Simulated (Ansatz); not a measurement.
Input and command of a plane-wave DFT calculation in Ansatz:

```yaml
crystal:
  lattice:
    - [0.0, 2.7324073494, 2.7324073494]
    - [2.7324073494, 0.0, 2.7324073494]
    - [2.7324073494, 2.7324073494, 0.0]
  atoms:
    - { symbol: Si, position: [0.25, 0.25, 0.25] }
    - { symbol: Si, position: [0.75, 0.75, 0.75] }
    - { symbol: Ni, position: [0.0, 0.0, 0.0] }
basis:
  ecutwfc: 420
kpoints:
  mp_grid: { grid: [14, 14, 14] }
hamiltonian:
  xc: pbe
scf:
  occupations: { method: gaussian, width: 0.1 }
output:
  forces: true
  stress: true
  eigenvalues: true
relax:
  adjacent_minimum: "off"
  f_tol: 0.008
  max_steps: 50
  cell: { stress_tol: 0.08, p_target: -1.0 }
```

```bash
ansatz run input.yaml --threads 1 --pin off --max-ram 2560MiB --backend cpu --events-out ev --progress --plain --runs-dir out
```

Processor: Intel(R) Xeon(R) 6975P-C (Granite Rapids), 1 thread, on a host shared with other jobs.

Task: How long does it run, and how much memory does it take?

Result: About 8.7 s on 1 thread of Intel(R) Xeon(R) 6975P-C (Granite Rapids) (shared host), peak memory 0.42 GiB. It solves 17 bands at 104 k points (the mesh reduced by the symmetry that the task leaves, which can be less than the crystal's) with about 821 plane waves (on the last cell), in 25 SCF iterations over 4 ionic steps.
